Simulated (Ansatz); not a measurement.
# TaS2 (P-3m1) in Ansatz: a series of runs

Aim: see how the results for TaS2 move with the level of theory and the settings. Levels: PBE, RPBE+D4+U. Tasks: single point.

Program: Ansatz 0.2.0. These are calculated values, not measurements. Logs are shortened: lines on timing, memory, paths and dates and some standing lists are left out, and cuts for length are marked.

**1. The crystal as given**

The structure is trigonal, space group P-3m1 (No. 164). Conventional cell: a = 3.350 Å, b = 3.350 Å, c = 5.860 Å, α = 90.00°, β = 90.00°, γ = 120.00°. Ta (site symmetry -3m) is surrounded by 6 S at 2.43 Å. S (site symmetry 3m) has 3 Ta at 2.43 Å as nearest neighbours.

**2. Single point, PBE**

File input.yaml:

```yaml
crystal:
  lattice:
    - [3.35, 0.0, 0.0]
    - [-1.675, 2.9011851027, 0.0]
    - [0.0, 0.0, 5.86]
  atoms:
    - { symbol: Ta, position: [0.0, 0.0, 0.0] }
    - { symbol: S, position: [0.6666666667, 0.3333333333, 0.75] }
    - { symbol: S, position: [0.3333333333, 0.6666666667, 0.25] }
kpoints:
  mp_grid: { grid: [4, 4, 2] }
scf:
  occupations: { method: fermi_dirac, width: 0.02 }
hamiltonian:
  xc: pbe
  pseudopotentials: { kind: all_electron, lapw: { basis_error: 0.002 } }
output:
  forces: true
  stress: true
  eigenvalues: true
```

Potentials or basis: all-electron LAPW, scalar-relativistic.

Command:

```sh
$ ansatz run input.yaml --threads 2 --pin off --max-ram 5120MiB --backend cpu --events-out ev --progress --plain --runs-dir out
```

What it wrote:

```text
Warning: RAYON_NUM_THREADS=2 ignored (pool sized by the plan → 2); use --threads N
LAPW: plane waves up to 8.233 Å⁻¹, error target 2.0e-3 eV per atom; small_component_spin mean_spin; S in spheres of 1.032 Å, 14 of its electrons in bands, Dirac shells []; Ta in spheres of 1.394 Å, 37 of its electrons in bands, Dirac shells [] (how accurate: hamiltonian.pseudopotentials.lapw.basis_error, Limitations)
Engine: ansatz 0.2.0, aarch64-unknown-linux-gnu
Pseudopotentials: kind: all_electron
Pseudopotential: Ta, LAPW, valence charge 37, lapw/all_electron/scalar/gaussian/Ta, Koelling and Harmon's equation, gaussian nucleus
Pseudopotential: S, LAPW, valence charge 14, lapw/all_electron/scalar/gaussian/S, Koelling and Harmon's equation, gaussian nucleus
Functional definition: PBE
  parameter kappa = 0.804
  parameter beta = 0.06672455060314922
  exchange = pbe_x(kappa = kappa, mu = beta*pi^2/3)
  correlation = pbe_c(beta = beta)
Crystal: 3 atoms, lattice volume = 56.953 Å³
Basis set: ecut = 258.2748018246284 eV, 549 PW (Γ), exchange–correlation at level 2
Bands: 39, of which v1, the nominal top of the filled ones, is band 33 counted from 1 (32 counted from 0)
Symmetry: 12 space group operations
Space group: P-3m1 (ITA 164), of the structure as read, at distance tolerance 3.8e-5 Å
k-points: 8 of 32
Non-local potential: Ta, projectors of the file, none
Non-local potential: S, projectors of the file, none
Initial density: superposition of atomic densities (chi_scale 0.1, normalization cell, long waves kept (reshape's long-wave potential 0.17 eV rms))
Initial wavefunctions: plane waves of lowest kinetic energy (no species holds an atomic orbital)
Functional: x = pbe(κ = 0.804, μ = 0.2195149727645171), c = pbe(β = 0.06672455060314922)
iter 1 solved again at ethr=2.26e-3 eV; its pass at ethr=1.00e-1 eV (dr2=1.47e0 eV) is discarded
SCF iter   1: F=—  HF=-446298.052147 eV  |F-HF|=—  |Δ(HF+E_count)|=         —  Δρ=4.55e-2  dr2=1.47e0  ethr=2.26e-3  ⟨swp⟩=2.0  Hψ=2080  notcnv=0
preconditioner: auto → LDOS  [insulator: Δε(μ)=0.515 eV  Ē_g=16.439 eV  σ=0.020 eV  W_gap=0.73  n_scr=22 (ndim 8)  ℏωp=27.4 eV  f_vac=0.111  D(μ)=4.84/eV (n_scr^D=66)  ε∞_Penn≈3.8  β→1.0]
SCF iter   2: F=—  HF=-446297.655486 eV  |F-HF|=—  |Δ(HF+E_count)|=   3.97e-1  Δρ=2.89e-2  dr2=5.83e-1  ethr=2.26e-3  ⟨swp⟩=3.0  Hψ=1050  notcnv=0
SCF iter   3: F=—  HF=-446297.534312 eV  |F-HF|=—  |Δ(HF+E_count)|=   1.21e-1  Δρ=1.30e-2  dr2=1.70e-1  ethr=8.96e-4  ⟨swp⟩=3.0  Hψ=1007  notcnv=0
SCF iter   4: F=—  HF=-446297.488978 eV  |F-HF|=—  |Δ(HF+E_count)|=   4.53e-2  Δρ=8.66e-3  dr2=7.78e-2  ethr=2.62e-4  ⟨swp⟩=2.0  Hψ=932  notcnv=0
SCF iter   5: F=—  HF=-446297.457971 eV  |F-HF|=—  |Δ(HF+E_count)|=         —  Δρ=3.34e-3  dr2=1.98e-2  ethr=1.20e-4  ⟨swp⟩=2.0  Hψ=906  notcnv=0
the basis was enlarged: its passes take 1.6 MiB over the memory plan, 2 of 2 planned eigensolver slots
iter 6 solved again at ethr=2.05e-6 eV; its pass at ethr=3.04e-5 eV (dr2=1.33e-3 eV) is discarded
SCF iter   6: F=—  HF=-446297.455831 eV  |F-HF|=—  |Δ(HF+E_count)|=   2.14e-3  Δρ=8.37e-4  dr2=1.33e-3  ethr=2.05e-6  ⟨swp⟩=2.0  Hψ=1564  notcnv=0
SCF iter   7: F=—  HF=-446297.455666 eV  |F-HF|=—  |Δ(HF+E_count)|=   1.65e-4  Δρ=1.59e-4  dr2=2.89e-5  ethr=2.04e-6  ⟨swp⟩=2.0  Hψ=886  notcnv=0
SCF iter   8: F=—  HF=-446297.455669 eV  |F-HF|=—  |Δ(HF+E_count)|=   2.99e-6  Δρ=4.09e-5  dr2=6.50e-7  ethr=4.45e-8  ⟨swp⟩=3.0  Hψ=904  notcnv=0
SCF iter   9: F=-446297.455670 eV  HF=-446297.455670 eV  |F-HF|=1.92e-9  |Δ(HF+E_count)|=   1.07e-6  Δρ=4.69e-6  dr2=9.87e-9  ethr=1.00e-9  ⟨swp⟩=3.0  Hψ=952  notcnv=0
SCF 1 converged in 9 iterations: F = -446297.455670 eV  dr2 = 9.87e-9
SCF converged after 9 iterations
Free energy (F): -446297.455670 eV
Harris-Foulkes:  -446297.455670 eV  (|F-HF|=1.92e-9)
Internal energy: -446297.448912 eV  (E = F + TS)
E sigma→0 (E₀):  -446297.452291 eV
Entropy (-TS):   -0.006758 eV (-2.253 meV/atom)
Fermi energy:    12.830955 eV
--- Per-component energies (eV) ---
  E_band       = -4688.268971
  E_kinetic    = 495767.488054
  E_xc         = -10021.389626
  E_electrostatic = -932043.547339  (all electrons and nuclei)
  E_smearing   = -0.006758  (= −TS)
  E_closure    = 0.000000  (closes the sum)
  E_atoms      = -446276.534439  (free atoms, spherical and without spin; not in F)
  Σ components = -446297.455670   (vs F -446297.455670, Δ=0.00e0)
  Basis errors (estimates in eV, not in F): energy 9.2e-4 per atom: plane waves 8.3e-4 (4.8e-4 summed), levels above the bands 1.0e-158, relativity 7.6e-8, radial functions 8.6e-5, core shells 2.7e-6; eigenvalues (radial functions only) 2.8e-6; not estimated: angular momenta, meshes, grids; target (lapw.basis_error) 2.0e-3; muffin-tin radii S 1.032 Å, Ta 1.394 Å
--- Forces (eV/Å), atoms counted from 1 ---
  atom   1  Ta     0.00000000     0.00000000     0.00000000
  atom   2  S     -0.00000000     0.00000000    -1.18936197
  atom   3  S      0.00000000     0.00000000     1.18936197
  max |Σ_I F_I| component: 1.73e-18 eV/Å
--- Stress (GPa, compression-positive) ---
        8.256852      -0.000000       0.000000
       -0.000000       8.256852       0.000000
        0.000000       0.000000      12.618151
  P = ⅓ Tr σ = 9.7106 GPa (97.106 kbar)
--- Band table (eV; the first three rows and the last of 8) ---
  k-point 0: bands = ["-204.4968", "-204.4968", "-204.4797", "-204.4701", "-204.4701", "-192.5415", "-192.5415", "-137.3120", "-137.3120", "-137.3120", "-137.3120", "-137.3075", "-137.3075", "-55.5571", "-22.0595", "-22.0278", "-22.0278", "-7.4131", "-7.3806", "-7.3678", "-7.3678", "-7.3611", "-7.3488", "-7.3488", "-1.9024", "0.2011", "6.2562", "8.9624", "8.9624", "11.9124", "12.4738", "12.4738", "13.2351", "13.2351", "13.5060", "17.3304", "17.3304", "18.4180", "18.8235"]
  k-point 1: bands = ["-204.4968", "-204.4968", "-204.4797", "-204.4701", "-204.4701", "-192.5415", "-192.5415", "-137.3120", "-137.3120", "-137.3119", "-137.3119", "-137.3075", "-137.3075", "-55.5571", "-22.0597", "-22.0278", "-22.0278", "-7.4131", "-7.3806", "-7.3678", "-7.3678", "-7.3611", "-7.3488", "-7.3488", "-1.6394", "-0.2922", "7.4983", "8.9904", "8.9904", "9.6970", "12.3371", "12.3371", "13.2065", "13.2065", "14.4732", "17.7465", "17.7465", "18.6652", "20.3439"]
  k-point 2: bands = ["-204.4968", "-204.4968", "-204.4797", "-204.4701", "-204.4701", "-192.5415", "-192.5415", "-137.3120", "-137.3119", "-137.3119", "-137.3119", "-137.3075", "-137.3075", "-55.5505", "-22.1810", "-22.0628", "-22.0295", "-7.4031", "-7.3898", "-7.3711", "-7.3635", "-7.3560", "-7.3532", "-7.3496", "-1.0213", "0.1580", "7.2662", "8.1926", "8.9511", "9.2786", "11.0512", "11.4564", "12.7990", "14.8184", "14.8359", "17.5536", "17.6331", "20.2409", "20.9136"]
  k-point 7: bands = ["-204.4968", "-204.4968", "-204.4797", "-204.4701", "-204.4701", "-192.5415", "-192.5415", "-137.3120", "-137.3120", "-137.3120", "-137.3120", "-137.3075", "-137.3075", "-55.5439", "-22.2725", "-22.1566", "-21.9996", "-7.3988", "-7.3928", "-7.3701", "-7.3636", "-7.3556", "-7.3525", "-7.3505", "0.0286", "0.2187", "7.2141", "7.5325", "8.9870", "9.1785", "9.6198", "10.3691", "13.9883", "14.1352", "15.8999", "17.0799", "18.7435", "20.3529", "21.1812"]
```

Wall time 3.1 s (2 threads of Arm Neoverse V1, shared host); peak memory 0.28 GiB.

What came out:

```
Free energy            : -446297.4557 eV
Pressure               : 9.7 GPa
Largest force          : 1.189 eV/Å
Band gap on the k mesh : none (metal or under the smearing width)
```

Forces on the atoms (eV/Å):
```
Ta   0.000  0.000  0.000
S    0.000  0.000 -1.189
S    0.000  0.000  1.189
```

Levels at points of the mesh, in eV from the Fermi level:
```
             k point  band 30  band 31  band 32  band 33  band 34  band 35
  (0.00, 0.00, 0.00)    -0.92    -0.36    -0.36     0.40     0.40     0.68
 (0.00, 0.00, -0.50)    -3.13    -0.49    -0.49     0.38     0.38     1.64
 (0.00, -0.50, 0.00)    -3.70    -3.04    -1.83    -0.40     2.82     3.37
(0.00, -0.50, -0.50)    -3.83    -1.83    -1.56    -0.85     2.81     3.36
```

Caveat: the k mesh is coarse (spacing up to 0.54 Å⁻¹), so the values aren't converged; this functional lacks dispersion, which binds the layers, so the pressure and a relaxed spacing across them are unreliable; forces of over 1 eV/Å show positions far from the minimum, so gaps and moduli don't describe the material at rest. The run has no spin-orbit coupling, so splittings on Ta are missing.

**3. Single point, RPBE+D4+U**

File input.yaml:

```yaml
crystal:
  lattice: { a: 3.35, b: 3.35, c: 5.86, alpha: 90.0, beta: 90.0, gamma: 120.0 }
  space_group: 164
  setting: { hermann_mauguin: P-3m1 }
  reduce_to_primitive: true
  atoms:
    - { symbol: Ta, position: [0.0, 0.0, 0.0] }
    - { symbol: S, position: [0.6666666667, 0.3333333333, 0.75] }
kpoints:
  mp_grid: { kspacing: 0.25 }
scf:
  occupations: { method: fermi_dirac, width: 0.05 }
hamiltonian:
  xc: rpbe
  dispersion: d4
  pseudopotentials: { kind: all_electron, lapw: { basis_error: 0.001 } }
  hubbard:
    sites: [{ species: Ta, l: d, u_eff: 1 }]
    double_counting: fll
    projectors: atomic
output:
  forces: true
  stress: true
  eigenvalues: true
  hubbard: {}
  xc_energy_on_converged_density: [rpbe, blyp, pbesol]
```

Potentials or basis: all-electron LAPW, scalar-relativistic.

Command:

```sh
$ ansatz run input.yaml --threads 2 --pin off --max-ram 5120MiB --backend cpu --events-out ev --progress --plain --runs-dir out
```

What it wrote:

```text
Warning: RAYON_NUM_THREADS=2 ignored (pool sized by the plan → 2); use --threads N
crystal.space_group: 164 is read as P-3m1: the typed cell holds Ta1S2 (Ta 1a, S 2d). Least distances (Å): Ta–Ta 3.350, Ta–S 2.426, S–S 3.350
crystal.space_group generates its sites in this order, which a site index counts, at these fractional coordinates of the primitive cell where crystal.reduce_to_primitive is true, and else of the cell that is read (crystal.supercell repeats the list replica by replica, and crystal.defects acts on that): 0: Ta [0.000000, 0.000000, 0.000000]; 1: S [0.666667, 0.333333, 0.750000]; 2: S [0.333333, 0.666667, 0.250000];
Ta: projections on atomic orbitals take those of the free atom 1s2 2s2 2p6 3s2 3p6 3d10 4s2 4p6 4d10 4f14 5s2 5p6 5d3 6s2, of charge +0.00 (hamiltonian.pseudopotentials.projection_atoms)
S: projections on atomic orbitals take those of the free atom 1s2 2s2 2p6 3s2 3p4, of charge +0.00 (hamiltonian.pseudopotentials.projection_atoms)
LAPW: plane waves up to 8.603 Å⁻¹, error target 1.0e-3 eV per atom; small_component_spin mean_spin; S in spheres of 1.036 Å, 14 of its electrons in bands, Dirac shells []; Ta in spheres of 1.391 Å, 43 of its electrons in bands, Dirac shells [] (how accurate: hamiltonian.pseudopotentials.lapw.basis_error, Limitations)
[... 2 set-up lines as earlier in the session ...]
Pseudopotential: Ta, LAPW, valence charge 43, lapw/all_electron/scalar/gaussian/Ta, Koelling and Harmon's equation, gaussian nucleus
[... 1 set-up line as earlier in the session ...]
Functional definition: RPBE
[... 2 set-up lines as earlier in the session ...]
  exchange = rpbe_x(kappa = kappa, mu = beta*pi^2/3)
[... 1 set-up line as earlier in the session ...]
[... 45 lines left out ...]
  Σ components = -446317.575987   (vs F -446317.575987, Δ=0.00e0)
  Basis errors (estimates in eV, not in F): energy 5.2e-4 per atom: plane waves 4.7e-4 (2.6e-4 summed), levels above the bands 3.2e-76, relativity 9.4e-8, radial functions 4.4e-5, core shells 3.2e-8; eigenvalues (radial functions only) 1.8e-6; not estimated: angular momenta, meshes, grids; target (lapw.basis_error) 1.0e-3; muffin-tin radii S 1.036 Å, Ta 1.391 Å
--- Forces (eV/Å), atoms counted from 1 ---
  atom   1  Ta     0.00000000    -0.00000000     0.00000000
  atom   2  S     -0.00000000    -0.00000000    -1.22068110
  atom   3  S      0.00000000     0.00000000     1.22068110
  max |Σ_I F_I| component: 5.78e-19 eV/Å
--- Stress (GPa, compression-positive) ---
        3.019607      -0.000000       0.000000
       -0.000000       3.019607      -0.000000
        0.000000      -0.000000       7.883456
  P = ⅓ Tr σ = 4.6409 GPa (46.409 kbar)
--- E_xc of listed functionals on the converged density (eV per cell; not total energies) ---
  on the closing iteration's output density plus the core of the run's pseudopotentials (for a meta-GGA, its output tau too, plus the cores' where a run under it adds that), as the run's own E_xc is; on PAW an entry holds the one-centre parts besides; self-consistent for rpbe alone
  E_xc = -10041.313630  rpbe
  E_xc = -10054.667859  blyp
  E_xc = -9862.001248  pbesol
--- Band table (eV; the first three rows and the last of 50) ---
  k-point 0: bands = ["-382.8024", "-382.8024", "-382.7732", "-204.3338", "-204.3338", "-204.3084", "-204.3014", "-204.3014", "-192.7351", "-192.7351", "-137.2997", "-137.2997", "-137.2996", "-137.2996", "-137.2860", "-137.2860", "-55.3623", "-21.8683", "-21.8333", "-21.8333", "-7.2126", "-7.1800", "-7.1631", "-7.1631", "-7.1527", "-7.1412", "-7.1412", "-1.8375", "0.2403", "6.3465", "8.9871", "8.9871", "11.9621", "12.5078", "12.5078", "13.3735", "13.3735", "13.6564", "17.4013", "17.4013", "18.5501", "19.0545", "22.2412"]
  k-point 1: bands = ["-382.8024", "-382.8024", "-382.7732", "-204.3338", "-204.3338", "-204.3084", "-204.3014", "-204.3014", "-192.7351", "-192.7351", "-137.2997", "-137.2997", "-137.2996", "-137.2996", "-137.2860", "-137.2860", "-55.3624", "-21.8684", "-21.8333", "-21.8333", "-7.2126", "-7.1800", "-7.1631", "-7.1631", "-7.1527", "-7.1412", "-7.1412", "-1.7610", "0.0815", "6.6844", "8.9966", "8.9966", "11.1619", "12.4597", "12.4597", "13.3639", "13.3639", "14.1311", "17.5375", "17.5375", "18.5634", "19.5465", "22.3261"]
  k-point 2: bands = ["-382.8024", "-382.8024", "-382.7732", "-204.3338", "-204.3338", "-204.3084", "-204.3014", "-204.3014", "-192.7351", "-192.7351", "-137.2997", "-137.2997", "-137.2996", "-137.2996", "-137.2860", "-137.2860", "-55.3626", "-21.8685", "-21.8333", "-21.8333", "-7.2126", "-7.1800", "-7.1631", "-7.1631", "-7.1527", "-7.1412", "-7.1412", "-1.6096", "-0.1934", "7.3991", "9.0121", "9.0121", "10.0306", "12.3846", "12.3846", "13.3480", "13.3480", "14.5422", "17.7707", "17.7707", "18.7457", "20.3627", "22.4228"]
  k-point 49: bands = ["-382.8024", "-382.8024", "-382.7732", "-204.3338", "-204.3338", "-204.3084", "-204.3014", "-204.3014", "-192.7375", "-192.7375", "-137.2997", "-137.2997", "-137.2996", "-137.2996", "-137.2861", "-137.2861", "-55.3468", "-22.0458", "-22.0458", "-21.8003", "-7.2005", "-7.1896", "-7.1617", "-7.1617", "-7.1472", "-7.1472", "-7.1415", "0.2606", "0.2606", "7.7245", "7.7245", "7.8114", "9.6086", "9.6998", "9.6998", "14.6248", "14.8971", "14.8971", "18.3516", "18.3516", "20.6160", "21.7994", "21.7994"]
Occupation matrices written to <dir>
--- Occupation matrices: 1 shell (run DFT+U table (atomic); ε = 1.22e-3) ---
  Ta0 d_5D: site group D3d (-3m)
  Ta0 d_5D -      Tr n = 2.9729  λ = 0.539 0.541 0.541 0.676 0.676  [z2 1.00 (T2g 1.00) A1g(1.00) | 2× x2-y2 0.38 (T2g 0.99) Eg(1.00) | 2× xz 0.38 (Eg 0.99) Eg(1.00)]
  Tr n, λ and their labels are of the run-group-symmetrised matrices; stabiliser: 24 of 24 elements of G0×{1,Θ} (closed), max defect 3.9e-15 at τ = 2.6e-4
```

occupations.tsv:

```text
# site	symbol	l	channel	k	occupation	cluster	real_ylm_label	real_ylm_weight	cubic_label	cubic_weight	pseudocubic_irrep	site_irrep	w_site_irrep	cell_site_irrep	w_cell_site_irrep
# projection_atom_Ta: 1s2 2s2 2p6 3s2 3p6 3d10 4s2 4p6 4d10 4f14 5s2 5p6 5d3 6s2
# projection_atom_S: 1s2 2s2 2p6 3s2 3p4
# site_irrep/w_site_irrep = the cluster's dominant irrep under the shell's site group (Mulliken, in the setting of the per-shell frame z, x; double-valued rows on a spinor block under rep=spin_orbital) and its weight, the cluster's purity; - without a site group
[... 10 lines left out ...]
0	Ta	2_5D	-	2	0.541162	1	x2-y2	0.3816	x2-y2	0.3816	T2g	Eg	1.0000	-	-
0	Ta	2_5D	-	3	0.675976	2	xz	0.3816	xz	0.3816	Eg	Eg	1.0000	-	-
0	Ta	2_5D	-	4	0.675976	2	xz	0.3816	xz	0.3816	Eg	Eg	1.0000	-	-
# Tr n = 2.972879
```

Run time: 20 s. Hardware: 2 threads of Arm Neoverse V1, shared host; peak memory 0.52 GiB.

What came out:

```yaml
Free_energy: -446317.5760 eV
Pressure: 4.6 GPa
Largest_force: 1.221 eV/Å
Band_gap_on_the_k_mesh: none (metal or under the smearing width)
```

Forces on the atoms (eV/Å):
```
Ta   0.000  0.000  0.000
S    0.000  0.000 -1.221
S    0.000  0.000  1.221
```

Caveat: U without spin polarisation on a metal has little footing; forces of over 1 eV/Å show positions far from the minimum, so gaps and moduli don't describe the material at rest. Spin-orbit coupling is left out, which matters for the levels of Ta.
